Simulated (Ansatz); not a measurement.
GaAs (started from an entry of an open crystallographic database), relaxed with r2SCAN in the plane-wave code Ansatz: space group F-43m (No. 216), cubic; conventional cell a = 5.666 Å, 22.74 Å³ an atom. Ga has 4 As at 2.45 Å; As has 4 Ga at 2.45 Å. The cell was then strained (x, y and z are the cube axes), with the atoms relaxed again; stress is positive in compression. Spin-unpolarised throughout; all numbers are computed.

- Uniaxial +1.02 % along x, other directions held: r2SCAN's stress changes by -1.18 GPa along the strain and -0.49 GPa across it.
- Epitaxial strain of +1.37 % in the (001) plane: the free normal strain is -1.17 % and the in-plane stress changes by -1.63 GPa.

**Question.** Estimate C₁₁, C₁₂ and the bulk modulus from the uniaxial step.

**Answer.** With compression positive, C₁₁ ≈ −Δσ∥/ε = (+1.18)/(+0.0102) = 116 GPa and C₁₂ ≈ (+0.49)/(+0.0102) = 48 GPa; B = (C₁₁ + 2C₁₂)/3 = 71 GPa. A one-sided step carries third-order terms: it reads low by some per cent.

**Question.** What do the film's normal strain and stress say about the elastic constants?

**Answer.** ε⊥/ε∥ = (-0.0117)/(+0.0137) = -0.85, which linear elasticity sets to −2C₁₂/C₁₁ = -0.83 from the uniaxial step. The biaxial modulus is M = −Δσ/ε∥ = 119 GPa (C₁₁ + C₁₂ − 2C₁₂²/C₁₁ = 124 GPa).

**Question.** How much elastic energy does the film store, with 22.74 Å³ an atom?

**Answer.** u = M ε∥² = −Δσ ε∥ = +1.63 × (+0.0137) = 0.0223 GPa, and 1 GPa Å³ is 6.2415 meV: 3.17 meV an atom. The total energies of the two runs differ by 3.20 meV an atom.
